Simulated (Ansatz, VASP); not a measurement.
## MgS in VASP and in Ansatz

```
CELL_PARAMETERS angstrom
4.02632 0.00000 0.00000
-2.01316 3.48690 0.00000
0.00000 0.00000 6.42289
ATOMIC_POSITIONS crystal
Mg 0.66667 0.33333 0.49657
Mg 0.33333 0.66667 0.99657
S 0.33333 0.66667 0.37843
S 0.66667 0.33333 0.87843
```

Alike in both runs: functional PBEsol; k mesh 6 × 6 × 4; occupations gaussian, width 0.02 eV; no spin polarisation.

Ansatz relaxed the structure, and its values are those at the end. VASP's run is a single point on that final structure, the one shown.

|  | VASP | Ansatz |
| --- | --- | --- |
| version | VASP 6.6.1 | Ansatz 0.2.0 |
| potentials or method | VASP PAW PBE potentials, release 64 (Mg, S) | scalar-relativistic, plane waves, PAW |
| plane-wave cutoff (eV) | 520 | 420 |
| valence electrons in the cell | 16 | 32 |

Ansatz gave:

```
gap on the k mesh at the Fermi level (eV) : 3.31
least direct gap on the mesh (eV)         : 3.31
pressure (GPa)                            : 0.0
```

Problem. What did VASP give for the same quantities?

Solution. gap on the k mesh at the Fermi level (eV): 3.31; least direct gap on the mesh (eV): 3.31; pressure (GPa): -0.1.

The two sets of potentials don't hold the same shells in valence.

Caveats: the PAW data sets were made with another functional, which shifts forces and pressure a little (VASP).
